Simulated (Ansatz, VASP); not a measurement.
CuAu: VASP beside Ansatz

INCAR

```
PREC = Accurate ; ENCUT = 600
EDIFF = 1E-7 ; ISMEAR = 0
SIGMA = 0.1 ; LREAL = F
LASPH = T ; NELM = 60
ALGO = Fast ; ISIF = 3
LWAVE = F ; LCHARG = F
IBRION = 2 ; NSW = 100
EDIFFG = -0.005
```

Contents of KPOINTS:

```
Automatic mesh
0
Gamma
  14 14 12
```

The input POSCAR:

```
CuAu
1.0
    2.8065733957      0.0000000000      0.0000000000
    0.0000000000      2.8065733957      0.0000000000
    0.0000000000      0.0000000000      3.5047949036
Cu Au
1 1
Direct
    0.5000000000      0.5000000000      0.5000000000
    0.0000000000      0.0000000000      0.0000000000
```

Input for Ansatz:

```yaml
crystal:
  lattice:
    - [2.8065733957, 0.0, 0.0]
    - [0.0, 2.8065733957, 0.0]
    - [0.0, 0.0, 3.5047949036]
  atoms:
    - { symbol: Cu, position: [0.5, 0.5, 0.5] }
    - { symbol: Au, position: [0.0, 0.0, 0.0] }
basis:
  ecutwfc: 420
kpoints:
  mp_grid: { grid: [14, 14, 12] }
hamiltonian:
  xc: lda
scf:
  occupations: { method: gaussian, width: 0.1 }
output:
  forces: true
  stress: true
  eigenvalues: true
  write_density: true
  write_potential: true
  elf: true
  volumetric_format: npy
relax:
  adjacent_minimum: "off"
  f_tol: 0.005
  max_steps: 80
  cell: { stress_tol: 0.05 }
```

Alike in both runs: task relaxation of cell and atoms; functional LDA; k mesh 14 × 14 × 12; occupations gaussian, width 0.1 eV; no spin polarisation.

|  | VASP | Ansatz |
| --- | --- | --- |
| version | VASP 6.6.1 | Ansatz 0.2.0 |
| potentials or method | VASP PAW LDA potentials, release 64 (Cu, Au) | scalar-relativistic, plane waves, PAW |
| plane-wave cutoff (eV) | 600 | 420 |
| valence electrons in the cell | 22 | 38 |

VASP gave:

```
gap on the k mesh at the Fermi level, each at its own relaxed structure (eV) : none
relaxed volume (Å³/atom)                                                     : 13.83
relaxed cell length with the largest relative difference (Å)                 : 3.498
```

Question: What did Ansatz give for the same quantities?

Answer: gap on the k mesh at the Fermi level, each at its own relaxed structure (eV): none; relaxed volume (Å³/atom): 13.78; relaxed cell length with the largest relative difference (Å): 3.492.

A gap of «none» marks a metal or a gap that the smearing closes. The two sets of potentials don't hold the same shells in valence.

Spin-orbit coupling is left out, which matters for the levels of Au.
